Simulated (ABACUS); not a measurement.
The system is Ti.

```
Ti
1.0
     2.87085    0.00000    0.00000
     1.43543    2.48623    0.00000
     1.43543    0.82874    2.34404
Ti
1
Direct
  0.00000 0.00000 0.00000
```

This isn't the form of Ti at room conditions, which is hcp.

Program: ABACUS 3.10.1. Alike in all runs: task single point; no spin polarisation; cell as given; cutoff (eV) 1143; smearing fermi-dirac 0.05 eV.

Question: Order these runs on this cell by their pressure, lowest first.
A. level LDA; potentials or basis SG15 ONCV 1.2 PBE, plane waves; k mesh 8 × 8 × 8
B. level PBE+D3; potentials or basis PseudoDojo NC SR 0.4.1 PBE standard, plane waves; k mesh 11 × 11 × 11
C. level TPSS; potentials or basis SG15 ONCV 1.2 PBE, plane waves; k mesh 8 × 8 × 8
D. level PBE; potentials or basis PseudoDojo NC SR 0.4.1 PBE standard, plane waves; k mesh 11 × 11 × 11

Answer: A (-4.4 GPa), B (-1.2 GPa), C (2.6 GPa), D (4.3 GPa).

Caveats: the potentials were made for another functional, which shifts forces and pressure (some runs); pairwise dispersion overbinds metals, which lowers pressure and volume (some runs).
